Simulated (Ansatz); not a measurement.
The system is SrO.

```
Sr O
1.0
     0.00000    2.56630    2.56630
     2.56630    0.00000    2.56630
     2.56630    2.56630    0.00000
Sr O
1 1
Direct
  0.50000 0.50000 0.50000
  0.00000 0.00000 0.00000
```

Base run:

| Property | Result |
| --- | --- |
| Program | Ansatz 0.2.0 |
| Functional | PBE |
| Potentials or basis | all-electron LAPW, scalar-relativistic |
| Cutoff | 217 eV (chosen from the basis error) |
| Basis error allowed | 0.001 eV/atom |
| k mesh | 9 × 9 × 9 |
| Occupations | gaussian, width 0.013 eV |
| Spin | no spin polarisation |

Its results: band gap on the k mesh 3.37 eV, indirect (least direct gap 3.45 eV); pressure 3.3 GPa.

Q: The run is repeated on the same cell with these changes: functional from PBE to PBEsol; occupations from gaussian, width 0.013 eV to fermi-dirac, width 0.05 eV. What comes out?

A: Band gap on the k mesh 3.26 eV, indirect (least direct gap 3.34 eV); pressure -0.5 GPa.

Caveats: an odd mesh through Γ misses points on the zone boundary, where band edges often lie (some runs).
